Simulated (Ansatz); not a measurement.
## TiSi: band structure with HSE06

Crystal: TiSi.

```
Ti Si
1.0
     1.81618   -2.11762    0.00000
     1.81618    2.11762    0.00000
     0.00000    0.00000    3.80393
Ti Si
1 1
Cartesian
  1.8162 0.0000 0.0000
  0.0000 0.0000 1.9020
```

The cell comes from a database or a generator and needn't be the stable form of this composition.

```json
{
  "Program": "Ansatz 0.2.0",
  "Task": "band structure",
  "Functional": "HSE06",
  "Potentials or basis": "Ansatz PAW",
  "Cutoff": "420 eV (not typed: the program's choice for these potentials)",
  "k mesh": "5 × 5 × 4",
  "Occupations": "fermi-dirac, width 0.05 eV",
  "Spin": "no spin polarisation",
  "Path": "[[\"G\", \"X\", \"S\", \"R\", \"A\", \"Z\", \"G\", \"Y\", \"X1\", \"A1\", \"T\", \"Y\"], [\"Z\", \"T\"]]",
  "Points for each segment of the path": "4"
}
```

| Quantity | Value |
| --- | --- |
| Pressure | -1.6 GPa |
| Band gap on the k mesh | none (metal or under the smearing width) |

Stress tensor (GPa, compression positive):
```
-1.82  0.00  0.00
 0.00  1.89  0.00
 0.00  0.00 -4.78
```

Levels at the corners of the path, in eV from the Fermi level:
| point | band 4 | band 5 | band 6 | band 7 | band 8 | band 9 | band 10 | band 11 | band 12 | band 13 |
| --- | --- | --- | --- | --- | --- | --- | --- | --- | --- | --- |
| Γ | -35.61 | -13.24 | -2.70 | -2.07 | -1.62 | 2.39 | 3.41 | 4.13 | 5.87 | 6.77 |
| X | -36.06 | -6.60 | -4.14 | -3.21 | -0.57 | -0.41 | 0.15 | 4.19 | 4.34 | 4.43 |
| S | -35.64 | -8.66 | -7.23 | -3.24 | -1.13 | 2.70 | 3.36 | 5.12 | 5.31 | 5.83 |
| R | -35.64 | -8.93 | -5.50 | -3.22 | -2.19 | 2.04 | 2.77 | 2.92 | 4.27 | 6.65 |
| A | -36.10 | -5.33 | -5.16 | -4.06 | -2.20 | 2.19 | 2.88 | 3.04 | 4.99 | 5.23 |
| Z | -35.61 | -11.71 | -7.51 | -1.25 | 1.04 | 1.11 | 2.59 | 4.24 | 7.61 | 9.19 |
| Γ | -35.61 | -13.24 | -2.70 | -2.07 | -1.62 | 2.39 | 3.41 | 4.13 | 5.87 | 6.77 |
| Y | -36.05 | -6.50 | -4.28 | -1.77 | -1.20 | -0.57 | 0.01 | 3.49 | 3.77 | 4.81 |
| X1 | -36.06 | -6.60 | -4.14 | -3.21 | -0.57 | -0.41 | 0.15 | 4.19 | 4.34 | 4.43 |
| A1 | -36.10 | -5.33 | -5.16 | -4.06 | -2.20 | 2.19 | 2.88 | 3.04 | 4.99 | 5.23 |
| T | -36.09 | -5.37 | -4.18 | -3.81 | -3.45 | 2.80 | 2.95 | 3.02 | 4.81 | 5.17 |
| Y | -36.05 | -6.50 | -4.28 | -1.77 | -1.20 | -0.57 | 0.01 | 3.49 | 3.77 | 4.81 |
| Z | -35.61 | -11.71 | -7.51 | -1.25 | 1.04 | 1.11 | 2.59 | 4.24 | 7.61 | 9.19 |
| T | -36.09 | -5.37 | -4.18 | -3.81 | -3.45 | 2.80 | 2.95 | 3.02 | 4.81 | 5.17 |

Run time: 33 s on 1 × NVIDIA H100 80GB HBM3 with 2 threads of AMD EPYC 7R13 Processor (Zen 3), on a shared host, peak memory 1.8 GiB.

Caveat: the k mesh is coarse (spacing up to 0.46 Å⁻¹), so the values aren't converged, least of all with exact exchange; the PAW data sets come from PBE, with cores solved anew for the run's functional, which leaves a small shift of forces and pressure; the thresholds are loose for stress.
